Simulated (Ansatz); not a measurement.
Crystal: W.

```
CELL_PARAMETERS angstrom
2.80966 0.00000 0.00000
0.00000 4.86387 0.00000
0.00000 0.00000 4.92370
ATOMIC_POSITIONS crystal
W 0.79317 0.93684 0.75000
W 0.20683 0.43684 0.75000
W 0.20683 0.06316 0.25000
W 0.79317 0.56316 0.25000
```

This isn't the form of W at room conditions, which is bcc.

| Item | Value |
| --- | --- |
| Program | Ansatz 0.2.0 |
| Task | single point |
| Functional | PBEsol |
| Potentials or basis | Ansatz PAW |
| Cutoff | 420 eV (not typed: the program's choice for these potentials) |
| k mesh | 9 × 6 × 6 |
| Occupations | fermi-dirac, width 0.05 eV |
| Spin | no spin polarisation |

On this cell: pressure -10.7 GPa; largest force 0.070 eV/Å; band gap on the k mesh none (metal or under the smearing width).

The same run follows on a disturbed copy (atoms moved at random, drawn with an rms of 0.05 Å):

```
CELL_PARAMETERS angstrom
2.80966 0.00000 0.00000
0.00000 4.86387 0.00000
0.00000 0.00000 4.92370
ATOMIC_POSITIONS crystal
W 0.80404 0.92913 0.75151
W 0.21170 0.43819 0.76138
W 0.21701 0.05754 0.24791
W 0.81267 0.56135 0.25130
```

What does the disturbed cell give?

The energy (extrapolated to zero smearing) moves by +8.4 meV/atom; pressure -9.9 GPa; largest force 0.744 eV/Å; band gap on the k mesh none (metal or under the smearing width).

Forces on the atoms (eV/Å):
```
W    0.010  0.513 -0.214
W    0.141 -0.425 -0.595
W    0.017  0.164  0.384
W   -0.167 -0.252  0.424
```

Stress tensor (GPa, compression positive):
```
 -9.69   0.39   0.47
  0.39  -9.94  -0.63
  0.47  -0.63 -10.17
```

Caveats: the PAW data sets come from PBE, with cores solved anew for the run's functional, which leaves a small shift of forces and pressure.
